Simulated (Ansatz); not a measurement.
# Sb (R-3m) in Ansatz: settings compared, part 2 of 2

Ansatz 0.2.0. Earlier steps stand in the parts before.

**3. Density of states, LDA, collinear spin, antiferromagnetic start, moments held on the sites**

The input, input.yaml:

```yaml
crystal:
  lattice:
    - [2.1542, 1.2437279499, 3.758]
    - [-2.1542, 1.2437279499, 3.758]
    - [0.0, -2.4874558998, 3.758]
  atoms:
    - { symbol: Sb, position: [0.76651, 0.76651, 0.76651], spin: 0.5 }
    - { symbol: Sb, position: [0.23349, 0.23349, 0.23349], spin: -0.5 }
kpoints:
  mp_grid: { grid: [8, 8, 8] }
scf:
  occupations: { method: fermi_dirac, width: 0.025 }
hamiltonian:
  xc: lda
  pseudopotentials:
    kind: all_electron
    lapw: { basis_error: 0.0005 }
    dirac_shells: { Sb: ["3p", "3d"] }
magnetization:
  spin_polarized: true
  spin_locking: { lock_spins: true }
output:
  forces: true
  stress: true
  eigenvalues: true
  dos: { projected: false, de: 0.2, e_range: [-20, 10] }
```

Potentials or basis: all-electron LAPW, inner shells corrected to Dirac's equation.

Started as:

```sh
$ ansatz run input.yaml --threads 1 --pin off --max-ram 2560MiB --backend cpu --events-out ev --progress --plain --runs-dir out
```

The program printed:

```text
Warning: output.stress: the lock of the moments that magnetization.spin_locking holds to the close lets an SCF meet its threshold on dr2 anywhere within the lock's freeze window, and the stress can move with the moments there: no threshold on dr2 bounds that. The window is the square root of the freeze energy over magnetization.spin_locking.lambda. Set magnetization.spin_locking.freeze_energy_tol to 1e-7 of magnetization.spin_locking.lambda or tighter (1e-7 eV at magnetization.spin_locking.lambda's default), and hold the SCF's own gates tight with it: the threshold on dr2 and, on a non-collinear run, whose gate on the magnetisation can be let go, scf.convergence.magnetization_residual_energy_tol, under 2e-7 eV over the cell's volume in cubic angstroms (a run under these bars is not thereby shown to hold its stress)
Warning: RAYON_NUM_THREADS=1 ignored (pool sized by the plan → 1); use --threads N
LAPW: plane waves up to 8.083 Å⁻¹, error target 5.0e-4 eV per atom; small_component_spin mean_spin; Sb in spheres of 1.454 Å, 23 of its electrons in bands, Dirac shells [2p, 3p, 3d] (how accurate: hamiltonian.pseudopotentials.lapw.basis_error, Limitations)
Engine: ansatz 0.2.0, x86_64-unknown-linux-gnu
Pseudopotentials: kind: all_electron
Pseudopotential: Sb, LAPW, valence charge 23, lapw/all_electron/scalar/gaussian/Sb, Koelling and Harmon's equation with Dirac's for 2p 3p 3d, gaussian nucleus
Functional definition: SPW92
  exchange = slater_x
  correlation = pw_c
[... 71 lines left out ...]
  Σ components = -352546.717779   (vs F -352546.717779, Δ=0.00e0)
  Basis errors (estimates in eV, not in F): energy 2.0e-4 per atom: plane waves 1.8e-4 (1.0e-4 summed), levels above the bands 3.0e-117, relativity 4.8e-9, radial functions 1.9e-5, core shells 4.3e-9; eigenvalues (radial functions only) 2.3e-7; not estimated: angular momenta, meshes, grids; target (lapw.basis_error) 5.0e-4; muffin-tin radii Sb 1.454 Å
--- Forces (eV/Å), atoms counted from 1 ---
  atom   1  Sb     0.00000000    -0.00000000    -0.35173930
  atom   2  Sb     0.00000000     0.00000000     0.35173930
  max |Σ_I F_I| component: 1.58e-10 eV/Å
--- Stress (GPa, compression-positive) ---
        1.163984       0.000000      -0.000000
        0.000000       1.163984       0.000000
       -0.000000      -0.000000       0.045055
  P = ⅓ Tr σ = 0.7910 GPa (7.910 kbar)
--- Band table (eV; the first three rows and the last of 130) ---
  k-point 0 ↑: bands = ["-132.7785", "-130.1624", "-85.9121", "-85.9121", "-85.8999", "-83.2882", "-83.2882", "-83.2757", "-18.0095", "-18.0095", "-17.9914", "-17.9914", "-17.9834", "-15.3371", "-15.3371", "-15.3226", "-15.3226", "-15.3178", "-0.4827", "7.5842", "10.2089", "10.4645", "10.4645", "14.6091", "15.2413", "15.2413", "17.6059", "17.6059", "17.7260"]
  k-point 1 ↑: bands = ["-132.7785", "-130.1624", "-85.9121", "-85.9121", "-85.8999", "-83.2882", "-83.2882", "-83.2757", "-18.0089", "-18.0087", "-17.9912", "-17.9911", "-17.9830", "-15.3382", "-15.3370", "-15.3232", "-15.3232", "-15.3173", "-0.3185", "6.8624", "10.2113", "10.4229", "10.8080", "14.4170", "14.8377", "14.8452", "17.0350", "17.5055", "17.7159"]
  k-point 2 ↑: bands = ["-132.7785", "-130.1624", "-85.9121", "-85.9121", "-85.8999", "-83.2882", "-83.2882", "-83.2757", "-18.0075", "-18.0066", "-17.9905", "-17.9903", "-17.9819", "-15.3412", "-15.3372", "-15.3243", "-15.3242", "-15.3162", "0.1617", "5.4408", "10.2178", "10.3450", "11.3069", "13.6482", "13.9660", "14.0199", "17.3599", "18.0284", "18.5759"]
  k-point 64 ↓: bands = ["-132.7785", "-130.1624", "-85.9121", "-85.9121", "-85.8999", "-83.2882", "-83.2882", "-83.2757", "-18.0072", "-18.0072", "-17.9882", "-17.9882", "-17.9820", "-15.3424", "-15.3424", "-15.3224", "-15.3224", "-15.3173", "0.8863", "3.5911", "10.8044", "10.8044", "11.8961", "12.8339", "12.8339", "13.5177", "19.3748", "21.3634", "21.3634"]
```

dos.tsv:

```text
# E-E_F[eV]	g_bin_mean(E)[states/eV]	N(E)	g_bin_mean_up(E)	g_bin_mean_dn(E)	N_up(E)	N_dn(E)
# format = ansatz-dos/2
# fermi_ev = 12.363906
# fermi_mp_grid = 8 8 8
# fermi_mp_shift = 0 0 0
# g_bin_mean(E): the states in a bin one row spacing wide, centred on E, divided by that spacing. States that the method places at a single energy (under output.dos.method: tetrahedron, those of a tetrahedron whose four corners have one energy) are counted whole in the row whose bin holds that energy (on the edge of two bins, in the lower row). The sum of g_bin_mean over a run of rows, times the row spacing, is the number of states from half a spacing under the first of them to half a spacing over the last (a plain sum, not the trapezoid rule).
-20.000000	0.000000e0	3.600000e1	0.000000e0	0.000000e0	1.800000e1	1.800000e1
-19.800000	0.000000e0	3.600000e1	0.000000e0	0.000000e0	1.800000e1	1.800000e1
-19.600000	0.000000e0	3.600000e1	0.000000e0	0.000000e0	1.800000e1	1.800000e1
-19.400000	0.000000e0	3.600000e1	0.000000e0	0.000000e0	1.800000e1	1.800000e1
-19.200000	0.000000e0	3.600000e1	0.000000e0	0.000000e0	1.800000e1	1.800000e1
-19.000000	0.000000e0	3.600000e1	0.000000e0	0.000000e0	1.800000e1	1.800000e1
[... 143 lines left out ...]
9.800000	5.212841e-1	5.786612e1	2.606421e-1	2.606421e-1	2.893306e1	2.893306e1
10.000000	3.039379e-1	5.795305e1	1.519690e-1	1.519690e-1	2.897653e1	2.897653e1
```

Run time: 80 s. Hardware: 1 thread of Intel Xeon 6975P-C (Granite Rapids), shared host; peak memory 0.57 GiB.

What came out:

```yaml
Free_energy: -352546.7178 eV
Largest_force: 0.352 eV/Å
Band_gap_on_the_k_mesh: 0.25 eV, indirect (least direct gap 0.49 eV)
Net_moment: 0.00 μB per cell
Absolute_moment: 1.43 μB per cell
Site_moments: Sb +0.50, -0.50 μB
```

Forces on the atoms (eV/Å):
```
Sb   0.000  0.000 -0.352
Sb   0.000  0.000  0.352
```

Levels at points of the mesh, in eV from the valence-band top:
Spin up:
```tsv
k point	band 20	band 21	band 22	band 23	band 24	band 25	band 26	band 27
(0.00, 0.00, 0.00)	-4.64	-2.02	-1.76	-1.76	2.38	3.01	3.01	5.38
(0.00, 0.00, -0.50)	-9.02	-1.94	-1.88	-0.25	0.25	0.43	0.86	7.71
(0.00, -0.50, -0.50)	-7.54	-5.26	-3.63	-3.54	1.75	5.14	5.69	7.01
(-0.50, -0.50, -0.50)	-8.64	-1.42	-1.42	-0.33	0.60	0.60	1.29	7.15
```
Spin down:
| k point | band 20 | band 21 | band 22 | band 23 | band 24 | band 25 | band 26 | band 27 |
| --- | --- | --- | --- | --- | --- | --- | --- | --- |
| (0.00, 0.00, 0.00) | -4.64 | -2.02 | -1.76 | -1.76 | 2.38 | 3.01 | 3.01 | 5.38 |
| (0.00, 0.00, -0.50) | -9.02 | -1.94 | -1.88 | -0.25 | 0.25 | 0.43 | 0.86 | 7.71 |
| (0.00, -0.50, -0.50) | -7.54 | -5.26 | -3.63 | -3.54 | 1.75 | 5.14 | 5.69 | 7.01 |
| (-0.50, -0.50, -0.50) | -8.64 | -1.42 | -1.42 | -0.33 | 0.60 | 0.60 | 1.29 | 7.15 |

States per cell in windows of 1 eV (zero at the valence-band top; states under -8 eV left out):
| from (eV) | up | down |
| --- | --- | --- |
| -8.0 | 0.34 | 0.34 |
| -7.0 | 0.10 | 0.10 |
| -6.0 | 0.10 | 0.10 |
| -5.0 | 0.44 | 0.44 |
| -4.0 | 0.74 | 0.74 |
| -3.0 | 0.82 | 0.82 |
| -2.0 | 0.65 | 0.65 |
| -1.0 | 0.28 | 0.28 |
| 0.0 | 0.17 | 0.17 |
| 1.0 | 0.88 | 0.88 |
| 2.0 | 0.75 | 0.75 |
| 3.0 | 0.67 | 0.67 |
| 4.0 | 0.72 | 0.72 |
| 5.0 | 0.73 | 0.73 |
| 6.0 | 0.49 | 0.49 |
| 7.0 | 0.54 | 0.54 |

Caveat: the SCF stop doesn't bound the stress; each atom's moment is held at its typed value, so this isn't a free magnetic state; spin-orbit coupling is left out, which moves the levels of the heavy elements.
